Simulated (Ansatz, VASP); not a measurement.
Two plane-wave programs on Cl

```
Cl
1.0
     3.09383    1.78622    4.64169
    -3.09383    1.78622    4.64169
     0.00000   -3.57245    4.64169
Cl
5
Cartesian
  1.5251 0.9309 3.4813
  -1.5687 0.8553 3.4813
  0.0436 -1.7862 3.4813
  0.0000 0.0000 10.1914
  0.0000 0.0000 4.6417
```

Alike in both runs: task relaxation of cell and atoms; functional PBE; k mesh 3 × 3 × 3; occupations gaussian, width 0.1 eV; no spin polarisation.

|  | VASP | Ansatz |
| --- | --- | --- |
| version | VASP 6.6.1 | Ansatz 0.2.0 |
| potentials or method | VASP PAW PBE potentials, release 64 (Cl) | scalar-relativistic, plane waves, PAW |
| plane-wave cutoff (eV) | 600 | 420 |
| valence electrons in the cell | 35 | 35 |

```tsv
	VASP	Ansatz	Ansatz less VASP
gap on the k mesh at the Fermi level, each at its own relaxed structure (eV)	none	none	-
relaxed volume (Å³/atom)	48.28	46.73	-1.554
relaxed cell length with the largest relative difference (Å)	6.279	6.194	-0.0853
energy change over the relaxation (meV/atom)	-529	-539	-9.4
```

A gap of «none» marks a metal or a gap that the smearing closes.

Caveats: the k mesh is coarse (spacing up to 0.42 Å⁻¹), so the values aren't converged; the volume moved by over 15 % at a fixed basis, so the end points are rough (VASP); an odd number of electrons without spin polarisation forces a metal; a magnetic or distorted state may lie lower.
